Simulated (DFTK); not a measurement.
Sn:

```xyz
2
Lattice="0.0000 3.2333 3.2333 3.2333 0.0000 3.2333 3.2333 3.2333 0.0000" Properties=species:S:1:pos:R:3 pbc="T T T"
Sn    4.8500    4.8500    4.8500
Sn    3.2333    3.2333    3.2333
```

This isn't the form of Sn at room conditions, which is tetragonal (white tin).

- Program: DFTK 0.8.2
- Task: single point
- Functional: PBE
- Potentials or basis: dojo.nc.sr.pbe.v0_4_1.standard.upf (PBE)
- Cutoff: 980 eV
- k mesh: 7 × 7 × 7
- Occupations: fermi-dirac, width 0.05 eV
- Spin: no spin polarisation

On this cell: pressure 3.9 GPa; largest force zero by symmetry; band gap on the k mesh none (metal or under the smearing width).

The same run follows on a disturbed copy (atoms moved at random, drawn with an rms of 0.05 Å):

```
Sn
1.0
     0.00000    3.23334    3.23334
     3.23334    0.00000    3.23334
     3.23334    3.23334    0.00000
Sn
2
Cartesian
  4.9199 4.8950 4.8835
  3.2625 3.2161 3.2452
```

What changes?

The energy (extrapolated to zero smearing) moves by +11.9 meV/atom; pressure 4.0 GPa; largest force 0.589 eV/Å; band gap on the k mesh none (metal or under the smearing width).

Forces on the atoms (eV/Å):
```
Sn  -0.306 -0.489 -0.123
Sn   0.306  0.489  0.123
```

Stress tensor (GPa, compression positive):
```
 4.03 -0.46 -1.53
-0.46  3.97 -0.98
-1.53 -0.98  4.06
```
